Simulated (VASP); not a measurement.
# Bi (P2_1/m) in VASP: settings compared, part 2 of 2

VASP 6.6.1. Earlier steps stand in the parts before.

## (4) Electric field gradients, r2SCAN

Contents of INCAR:

```
SYSTEM = Bi
PREC = Accurate
ENCUT = 520
EDIFF = 1E-7
ISMEAR = -1
SIGMA = 0.05
LREAL = .False.
LASPH = .True.
NELM = 60
ALGO = Normal
ISIF = 2
LWAVE = .False.
LCHARG = .False.
METAGGA = R2SCAN
LMIXTAU = .True.
LEFG = .True.
```

Contents of KPOINTS:

```
regular mesh
0
Gamma
  7 7 5
  0 0 0
```

Contents of POSCAR:

```
Bi
1.0
    4.6561540000      0.0000000000      0.0000000000
    0.0000000000      4.6586320000      0.0000000000
   -0.0593570000      0.0000000000      6.4564720000
Bi
4
Direct
    0.8263170000      0.2500000000      0.2361530000
    0.6975330000      0.2500000000      0.7341970000
    0.3024670000      0.7500000000      0.2658030000
    0.1736830000      0.7500000000      0.7638470000
```

Potentials or basis: VASP PAW PBE potentials, release 64 (Bi_d).

On the command line:

```sh
cat potpaw_PBE.64/Bi_d/POTCAR > POTCAR
mpirun -np 1 vasp_std > vasp.out
```

OUTCAR:

```text
SYSTEM = Bi
   PREC = Accurate
   ENCUT = 520
   EDIFF = 1E-7
   ISMEAR = -1
   LREAL = .False.
   LASPH = .True.
   NELM = 60
   ISIF = 2
   METAGGA = R2SCAN

 ion  position               nearest neighbor table
   1  0.826  0.250  0.236-   3 3.22   3 3.22   2 3.28   2 3.29   3 3.38   3 3.38
   2  0.698  0.250  0.734-   4 3.22   4 3.22   1 3.28   1 3.29   4 3.38   4 3.38
   3  0.302  0.750  0.266-   1 3.22   1 3.22   4 3.28   4 3.29   1 3.38   1 3.38
   4  0.174  0.750  0.764-   2 3.22   2 3.22   3 3.28   3 3.29   2 3.38   2 3.38

  LATTYP: Found a simple monoclinic cell.
 ALAT       =     4.6561540000
 B/A-ratio  =     1.0005321989
 C/A-ratio  =     1.3867120462
[... 1169 lines left out ...]
 ion       V_xx      V_yy      V_zz      V_xy      V_xz      V_yz
---------------------------------------------------------------------
   1      15.892    19.901   -35.793    -0.000   -34.013    -0.000
   2      -5.836   -21.864    27.701     0.000    37.394    -0.000
   3      -5.836   -21.864    27.701     0.000    37.394     0.000
   4      15.892    19.901   -35.793     0.000   -34.013    -0.000
---------------------------------------------------------------------

 Electric field gradients after diagonalization (V/A^2)
 (convention: |V_zz| > |V_xx| > |V_yy|)
----------------------------------------------------------------------
 ion       V_xx      V_yy      V_zz     asymmetry (V_yy - V_xx)/ V_zz
----------------------------------------------------------------------
   1      32.766    19.901   -52.667       0.244
   2     -30.049   -21.864    51.914       0.158
   3     -30.049   -21.864    51.914       0.158
   4      32.766    19.901   -52.667       0.244
----------------------------------------------------------------------

           NMR quadrupolar parameters

 Cq : quadrupolar parameter    Cq=e*Q*V_zz/h
 eta: asymmetry parameters     (V_yy - V_xx)/ V_zz
 Q  : nuclear electric quadrupole moment in mb (millibarn)
----------------------------------------------------------------------
 ion       Cq(MHz)       eta       Q (mb)
----------------------------------------------------------------------
   1      -0.127       0.244       1.000
   2       0.126       0.158       1.000
   3       0.126       0.158       1.000
   4      -0.127       0.244       1.000
----------------------------------------------------------------------
```

OSZICAR:

```text
N       E                     dE             d eps       ncg     rms          rms(c)
DAV:   1     0.505444671246E+03    0.50544E+03   -0.32477E+04  5184   0.207E+03
DAV:   2    -0.165634507326E+03   -0.67108E+03   -0.66225E+03  5192   0.566E+02
DAV:   3    -0.243603064266E+03   -0.77969E+02   -0.76588E+02  6088   0.213E+02
DAV:   4    -0.247384714020E+03   -0.37816E+01   -0.37514E+01  5800   0.488E+01
[... 18 lines left out ...]
DAV:  23    -0.233743505193E+03   -0.22746E-05   -0.31702E-07  4388   0.377E-03    0.191E-03
DAV:  24    -0.233743509441E+03   -0.42478E-05   -0.22316E-06  4620   0.848E-03    0.744E-04
DAV:  25    -0.233743509108E+03    0.33364E-06   -0.35178E-07  4528   0.385E-03    0.571E-04
DAV:  26    -0.233743509365E+03   -0.25682E-06   -0.11239E-07  3300   0.282E-03    0.500E-04
DAV:  27    -0.233743509457E+03   -0.92195E-07   -0.21680E-08  2628   0.163E-03
   1 F= -.23374351E+03 E0= -.23373876E+03  d E =-.949759E-02
```

stdout:

```text
POSCAR found type information on POSCAR Bi
 POSCAR found :  1 types and       4 ions
 scaLAPACK will be used
 -----------------------------------------------------------------------------
|                                                                             |
|                                                                             |
|     You enforced a specific xc type in the INCAR file but a different       |
|     I HOPE YOU KNOW WHAT YOU ARE DOING!                                     |
|                                                                             |
 -----------------------------------------------------------------------------

 LDA part: xc-table for (None), standard interpolation
 POSCAR, INCAR and KPOINTS ok, starting setup
 FFT: planning ... GRIDC
 FFT: planning ... GRID_SOFT
 FFT: planning ... GRID
 WAVECAR not read
 entering main loop
ion   1

ion   2

ion   3

ion   4
```

Wall time 14 min (1 thread of Intel Xeon Platinum 8488C (Sapphire Rapids), shared host); peak memory 0.42 GiB.

What came out:

```yaml
Free_energy: -233.7435 eV
Pressure: -1.1 GPa
Largest_force: 0.097 eV/Å
Band_gap_on_the_k_mesh: 0.07 eV, indirect (least direct gap 0.23 eV)
```

Forces on the atoms (eV/Å):
```
Bi   0.015  0.000  0.052
Bi   0.052  0.000  0.082
Bi  -0.052  0.000 -0.082
Bi  -0.015  0.000 -0.052
```

Stress tensor (GPa, compression positive):
```
-1.41  0.00 -0.09
 0.00 -1.31  0.00
-0.09  0.00 -0.69
```

Electric field gradients, principal values (V/Å²):
| atom | Vxx | Vyy | Vzz |
| --- | --- | --- | --- |
| 1 Bi | 19.901 | 32.766 | -52.667 |
| 2 Bi | -21.864 | -30.049 | 51.914 |
| 3 Bi | -21.864 | -30.049 | 51.914 |
| 4 Bi | 19.901 | 32.766 | -52.667 |

Caveat: the PAW data sets were made with another functional, which shifts forces and pressure a little; spin-orbit coupling is left out, which as a rule narrows the gap of such compounds by several tenths of an eV; an odd mesh through Γ misses points on the zone boundary, where band edges often lie.

## (5) The runs side by side

```tsv
level	potentials or basis	cutoff (eV)	gap on the mesh (eV)	pressure (GPa)	largest force (eV/Å)
PBEsol	VASP PAW PBE potentials, release 64 (Bi)	500	none	-2.5	0.07
PBEsol	VASP PAW PBE potentials, release 64 (Bi_d)	600	none	-2.5	0.07
r2SCAN	VASP PAW PBE potentials, release 64 (Bi_d)	520	0.07	-1.1	0.10
```

Alike in all rows: task electric field gradients; no spin polarisation; cell as given; k mesh 7 × 7 × 5; smearing fermi-dirac 0.05 eV.

Caveats: the PAW data sets were made with another functional, which shifts forces and pressure a little; spin-orbit coupling is left out, which moves the levels of the heavy elements (some runs); spin-orbit coupling is left out, which as a rule narrows the gap of such compounds by several tenths of an eV (some runs); an odd mesh through Γ misses points on the zone boundary, where band edges often lie (some runs).

Absolute energies hang on the potentials; compare differences alone.
